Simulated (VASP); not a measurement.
**H18C10O11: single point with PBE+D3(BJ)**

H18C10O11:

```xyz
39
Lattice="8.4832 0.0000 0.0000 0.0000 8.4832 0.0000 0.0000 0.0000 8.4832" Properties=species:S:1:pos:R:3 pbc="T T T"
C     5.2882   -0.6074    0.8658
C     4.2815    0.3416    1.4519
C     3.3441    4.2465    1.3277
C     2.4557    5.3431    0.6321
C     5.0418    3.0365    6.3912
C     5.2788    2.2190    5.1102
C     8.0669    4.5659    3.0231
C     6.8420    7.0199    5.1052
C     1.3273    1.6069    4.1400
C     2.8155    7.2067    5.5150
O     3.0930    0.4924    0.7058
O     1.1132    5.0270    0.9715
O     5.1213    3.0402    3.9779
O     8.5680    4.5493    4.0985
O     7.4306    4.5054    2.0230
O     6.4154    6.4510    6.0612
O     7.2470    7.5596    4.1875
O     1.0543    1.3378    5.2472
O     1.5525    1.7713    2.9981
O     3.7061    7.9450    5.3249
O     1.9083    6.5699    5.7951
H     3.3405    1.1418   -0.0666
H     4.0316    0.0215    2.4764
H     4.7058    1.4518    1.4601
H     6.1375   -0.7222    1.5095
H     4.7868   -1.5761    0.8460
H     5.6075   -0.3339   -0.1147
H     0.6198    4.8689    0.1503
H     2.8058    6.2396    1.1022
H     2.6396    5.4973   -0.3856
H     4.3074    4.5414    1.6485
H     2.8768    4.1140    2.3025
H     3.3734    3.3642    0.7066
H     5.2720    2.3774    3.2972
H     6.1880    1.8137    5.2288
H     4.6220    1.3606    4.9641
H     5.5973    2.5219    7.2041
H     5.6348    3.9605    6.1341
H     4.0687    3.4162    6.8086
```

The cell was built by a generator and needn't be a form met in nature.

| Property | Result |
| --- | --- |
| Program | VASP 6.6.1 |
| Task | single point |
| Functional | PBE |
| Dispersion | D3(BJ) |
| Potentials or basis | VASP PAW PBE potentials, release 64 (C, O, H) |
| Cutoff | 520 eV |
| k mesh | 1 × 1 × 1 |
| Occupations | fermi-dirac, width 0.05 eV |
| Spin | no spin polarisation |

```json
{
 "Pressure": "1.4 GPa",
 "Largest force": "5.277 eV/Å",
 "Band gap on the k mesh": "4.00 eV, direct",
 "Dispersion energy per atom": "-0.036 eV"
}
```

Forces in eV/Å, atoms in the order of the input:
```
C   -0.974 -0.548  0.512
C    1.214  2.785  0.152
C   -1.542  0.871 -0.581
C    1.400 -1.482  2.624
C    1.065  0.808  0.106
C   -4.591  1.038  1.291
C   -1.216 -0.576 -0.345
C   -1.842 -2.548  4.239
C   -0.158 -0.389 -0.916
C    1.762  1.895  0.040
O   -0.139  1.116 -2.356
O    0.153  0.497 -0.674
O    0.432  0.446 -0.367
O    0.109  0.224 -0.804
O    0.369  0.129  1.260
O    0.460  0.618 -0.942
O    1.407  1.963 -3.258
O   -0.011  0.121  0.842
O    0.107  0.310  0.168
O    0.709  0.048 -0.506
O   -2.597 -2.200  0.509
H   -0.808 -1.663  1.770
H   -0.198  0.197 -0.052
H   -0.138 -1.799  0.656
H    0.796  0.042  0.513
H    0.141 -0.391 -0.338
H    0.281  0.243 -0.972
H   -0.166  0.033  0.113
H   -0.452  1.253  0.497
H    0.084 -0.176 -1.974
H    1.594  0.636 -0.347
H   -0.476 -0.682  0.039
H    0.014 -0.756  0.115
H   -0.095  0.179 -1.240
H    4.072 -1.241  0.105
H   -0.436 -0.146  0.420
H   -0.284  0.290 -0.040
H   -0.347 -0.395  0.643
H    0.298 -0.751 -0.902
```

Stress tensor (GPa, compression positive):
```
 2.73  0.78 -0.51
 0.78  0.52 -0.10
-0.51 -0.10  0.97
```

Levels at points of the mesh, in eV from the valence-band top:
```
           k point  band 59  band 60  band 61  band 62  band 63  band 64  band 65  band 66
(0.00, 0.00, 0.00)    -1.55    -0.23    -0.20     0.00     4.00     5.02     5.25     5.32
```

Wall time 91 s on 1 thread of Intel(R) Xeon(R) Platinum 8559C (Emerald Rapids), with other jobs on the host, peak memory 0.51 GiB.

Caveat: the standard files for N, O and F lose accuracy on very short bonds. A hybrid or GW would open this gap; PBE tends to underestimate it.
